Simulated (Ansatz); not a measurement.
## Bands of Gd

```xyz
1
Lattice="3.2602 0.0000 0.0000 0.0000 3.2602 0.0000 0.0000 0.0000 3.2602" Properties=species:S:1:pos:R:3 pbc="T T T"
Gd    0.0000    0.0000    0.0000
```

The cell was built from the sc type and relaxed in the same program, and has space group Pm-3m; it needn't be a known or the stable phase.

Where the f shell is localised, expect the real compound to differ from this run without U.

The magnetic state is the one reached from the start moments; no search over orders was made, so it needn't be the ground state.

Spin–orbit coupling is left out, though it moves levels of the heavy atoms by tenths of an eV or more.

Computed with DFT, PBE, all-electron LAPW, scalar-relativistic (Ansatz 0.2.0).

Numerical set-up: a Γ-centred 10×10×10 k mesh, Fermi–Dirac smearing of 0.05 eV, basis error target 0.5 meV/atom, spin-polarised from start moments Gd 7 μB, ending with a cell moment of 7.87 μB.

Points in fractions of the reciprocal vectors of this cell: Γ (0, 0, 0), X (0, 0.5, 0), M (0.5, 0.5, 0), R (0.5, 0.5, 0.5). The path joins them by straight lines in the order Γ–X–M–Γ–R–X–R–M; legs that retrace an earlier one aren't tabulated. Energies are in eV from the Fermi level.

(1) Metal or insulator at this level of theory?

(2) Tabulate bands 11 to 16 of the spin-down channel, counted from the lowest band of the run, along the path.

Results:

(1) No gap opens: metallic or semimetallic.

(2) 
```tsv
k (1/Å)	point	band 11	band 12	band 13	band 14	band 15	band 16
0.00	Γ	-19.90	-19.90	-3.79	0.32	0.32	0.39
0.24		-19.88	-19.88	-3.46	0.27	0.32	0.40
0.48		-19.85	-19.85	-2.61	0.24	0.30	0.42
0.72		-19.81	-19.81	-1.56	0.22	0.23	0.43
0.96	X	-19.79	-19.79	-0.88	0.07	0.23	0.43
1.20		-19.95	-19.78	-0.50	-0.04	0.22	0.39
1.45		-20.31	-19.75	-0.61	0.15	0.23	0.36
1.69		-20.65	-19.71	-1.29	0.24	0.25	0.41
1.93	M	-20.78	-19.70	-1.55	0.24	0.24	0.40
2.27		-20.66	-19.73	-1.11	0.20	0.27	0.42
2.61		-20.36	-19.80	-1.59	0.21	0.32	0.32
2.95		-20.04	-19.87	-3.12	0.28	0.33	0.38
3.29	Γ	-19.90	-19.90	-3.79	0.32	0.32	0.39
3.71		-20.02	-20.02	-2.80	0.31	0.31	0.39
4.12		-20.30	-20.30	-0.88	0.29	0.29	0.36
4.54		-20.54	-20.54	-0.46	0.15	0.15	0.35
4.96	R	-20.64	-20.64	-0.08	-0.08	-0.08	0.15
5.30		-20.54	-20.52	-0.46	0.05	0.18	0.32
5.64		-20.26	-20.23	-0.54	0.18	0.32	0.37
5.98		-19.94	-19.93	-0.14	-0.12	0.22	0.41
6.32	X	-19.79	-19.79	-0.88	0.07	0.23	0.43
7.68	R	-20.64	-20.64	-0.08	-0.08	-0.08	0.15
7.93		-20.66	-20.51	-0.45	0.09	0.09	0.29
8.17		-20.71	-20.19	-0.99	0.22	0.22	0.36
8.41		-20.76	-19.85	-1.40	0.24	0.24	0.39
8.65	M	-20.78	-19.70	-1.55	0.24	0.24	0.40
```
